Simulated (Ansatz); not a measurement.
## Strain response of TiC

These are results of Ansatz, DFT r2SCAN, scalar-relativistic, plane waves, PAW, not measurements. Run with 500 eV cutoff, 18×18×12 k-mesh, Gaussian smearing of 0.10 eV, no spin polarisation.

Reference structure (relaxed):

```xyz
4
Lattice="2.1639 2.1639 0.0000 -2.1639 2.1639 0.0000 0.0000 0.0000 4.3278" Properties=species:S:1:pos:R:3 pbc="T T T"
Ti    0.0000    0.0000    0.0000
Ti    0.0000    2.1639    2.1639
C     0.0000    2.1639    0.0000
C     0.0000    0.0000    2.1639
```

Deformation: c alone is stretched, the rest of the cell is held and the atoms relax, all within the symmetry that the strain leaves. Energies are extrapolated to zero smearing.

```
strain (%)  ΔE (meV/atom) a (Å) b (Å) c (Å)
      -6.0           75.0  3.060  3.060  4.068
      -4.0           30.8  3.060  3.060  4.155
      -2.0            7.1  3.060  3.060  4.241
      +0.0            0.0  3.060  3.060  4.328
      +2.0            6.3  3.060  3.060  4.414
      +4.0           23.0  3.060  3.060  4.501
      +6.0           48.1  3.060  3.060  4.588
```

(1) What stiffness (1/V) d²E/dε² at zero strain does a cubic fit over all points give?

Results:

(1) A cubic fit gives (1/V) d²E/dε² = 542 GPa at zero strain (the elastic constant along c at held a and b).